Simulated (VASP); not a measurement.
Input of a VASP 6.6.1 run:

INCAR

```
SYSTEM = BeTe
PREC = Accurate
ENCUT = 600
EDIFF = 1E-7
ISMEAR = 0
SIGMA = 0.03
LREAL = .FALSE.
LASPH = .TRUE.
NELM = 80
ALGO = Normal
ISIF = 2
LWAVE = .FALSE.
LCHARG = .FALSE.
GGA = PE
IBRION = 2
NSW = 40
EDIFFG = -0.01
```

Contents of KPOINTS:

```
regular mesh
0
G
  8 8 8
  0 0 0
```

POSCAR

```
BeTe                                    
1.0
    0.0000000000      2.8712833530      2.8712833530
    2.8712833530      0.0000000000      2.8712833530
    2.8712833530      2.8712833530      0.0000000000
  Be              Te            
     1     1
Direct
     0.0000000000000000    0.0000000000000000    0.0000000000000000
     0.2500000000000000    0.2500000000000000    0.2500000000000000
```

Potentials or basis: VASP PAW PBE potentials, release 64 (Be, Te).

Command:

```sh
$ cat potpaw_PBE.64/Be/POTCAR potpaw_PBE.64/Te/POTCAR > POTCAR
$ mpirun -np 1 vasp_std > vasp.out
```

(1) What does it give for the band gap on the k mesh?

## Answers

(1) 2.11 eV, indirect (least direct gap 3.41 eV).

Caveat: the relaxation stopped at its first step, so nothing moved; spin-orbit coupling is left out, which moves the levels of the heavy elements.
